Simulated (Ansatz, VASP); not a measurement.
## One calculation of Co, two programs

Contents of INCAR:

```
SYSTEM = Co
ALGO = Normal
EDIFF = 1E-6
ENCUT = 520
ISIF = 2
ISMEAR = -1
ISPIN = 2
LASPH = .TRUE.
LCHARG = .FALSE.
LMAXMIX = 4
LORBIT = 11
LREAL = .FALSE.
LWAVE = .FALSE.
MAGMOM = 2 2
NBANDS = 20
NELM = 150
PREC = Accurate
SIGMA = 0.05
```

File KPOINTS:

```
k-points
0
G
  12 12 7
  0 0 0
```

File POSCAR:

```
Co
1.0
    2.4385904036      0.0000000000      0.0000000000
   -1.2192952018      2.1118812389      0.0000000000
    0.0000000000      0.0000000000      3.9667976331
Co
2
Direct
    0.6666666667      0.3333333333      0.7500000000
    0.3333333333      0.6666666667      0.2500000000
```

File input.yaml:

```yaml
crystal:
  lattice:
    - [2.4385904036, 0.0, 0.0]
    - [-1.2192952018, 2.1118812389, 0.0]
    - [0.0, 0.0, 3.9667976331]
  atoms:
    - { symbol: Co, position: [0.6666666667, 0.3333333333, 0.75], spin: 2.0 }
    - { symbol: Co, position: [0.3333333333, 0.6666666667, 0.25], spin: 2.0 }
kpoints:
  mp_grid: { grid: [12, 12, 7] }
scf:
  occupations: { method: fermi_dirac, width: 0.05 }
hamiltonian:
  xc: lda
  pseudopotentials: { kind: all_electron, lapw: { basis_error: 0.001 } }
magnetization:
  spin_polarized: true
output:
  forces: true
  stress: true
  eigenvalues: true
```

Change from the starting cell: volume scaled by 0.96.

Alike in both runs: task single point; functional LDA; k mesh 12 × 12 × 7; occupations fermi-dirac, width 0.05 eV; collinear spin.

|  | VASP | Ansatz |
| --- | --- | --- |
| version | VASP 6.6.1 | Ansatz 0.2.0 |
| potentials or method | VASP PAW LDA potentials, release 64 (Co) | all-electron LAPW, scalar-relativistic |
| plane-wave cutoff (eV) | 520 | see its input |

VASP gave:

```
gap on the k mesh at the Fermi level (eV)                     : none
pressure (GPa)                                                : -6.6
largest component of the traceless stress (GPa)               : 1.90
net moment per atom (μB)                                      : 1.49
size of the moment on the site where the two differ most (μB) : 1.49
```

Task: What did Ansatz give for the same quantities?

Result: gap on the k mesh at the Fermi level (eV): none; pressure (GPa): -5.9; largest component of the traceless stress (GPa): 1.90; net moment per atom (μB): 1.50; size of the moment on the site where the two differ most (μB): 1.54.

Site moments also hang on the region over which each program counts them. A gap of «none» marks a metal or a gap that the smearing closes. Ansatz ran all-electron here, so the differences hold the error of VASP's frozen core and of both bases.
